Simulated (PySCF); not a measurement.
All of these have the formula C6H6O. The calculation used TDDFT wB97X-D/def2-SVPD, vertical, gas phase, core orbitals frozen in the response in PySCF 2.14.0, density-fitted response routines. Geometries: GFN2-xTB; one conformer of each isolated species. Triplets are in the Tamm–Dancoff approximation.

A. `Oc1ccccc1`
B. `C1(CC1)C(=O)C#C`
C. `C#CC(=O)CC=C`

Lowest singlet levels (six at most, fewer where fewer were computed) with oscillator strengths:

1. 235 nm (f 0.032); 203 nm (f 0.039); 191 nm (f 0.000); 175 nm (f 0.634); 174 nm (f 0.455); 173 nm (f 0.004); T1 4.22 eV
2. 303 nm (f 0.000); 241 nm (f 0.001); 210 nm (f 0.048); 204 nm (f 0.059); 173 nm (f 0.002); 169 nm (f 0.105); T1 3.58 eV
3. 303 nm (f 0.000); 232 nm (f 0.000); 206 nm (f 0.076); 186 nm (f 0.183); 176 nm (f 0.001); 175 nm (f 0.000); T1 3.58 eV

Problem. Which spectrum belongs to which structure?

Solution. 1 = A, 2 = C, 3 = B.
- A: S1 at 5.27 eV, HOMO→LUMO (79%), HOMO-1→LUMO+1 (20%); Löwdin shares by element: HOMO carbon 49% or more, oxygen 19% (atoms not listed hold the other 32%); LUMO carbon 73% or more (atoms not listed hold the other 27%); HOMO -8.37 and LUMO 1.45 eV; point group Cs, 1 of its 6 listed states under f = 0.0005.
- B: S1 at 4.09 eV, HOMO→LUMO (95%); Löwdin shares by element: HOMO oxygen 62%, carbon 24% or more; LUMO carbon 60% or more, oxygen 26%; HOMO -9.70 and LUMO 0.06 eV; point group Cs, 3 of its 6 listed states under f = 0.0005.
- C: S1 at 4.10 eV, HOMO-1→LUMO (64%), HOMO→LUMO (32%); Löwdin shares by element: HOMO carbon 67% or more, oxygen 13% (atoms not listed hold the other 20%); LUMO carbon 61% or more, oxygen 26%; HOMO -9.58 and LUMO -0.06 eV.
B and C have S1 within 0.02 eV of each other; their strongest listed levels stand at 6.65 eV (f 0.183) and 7.33 eV (f 0.105).
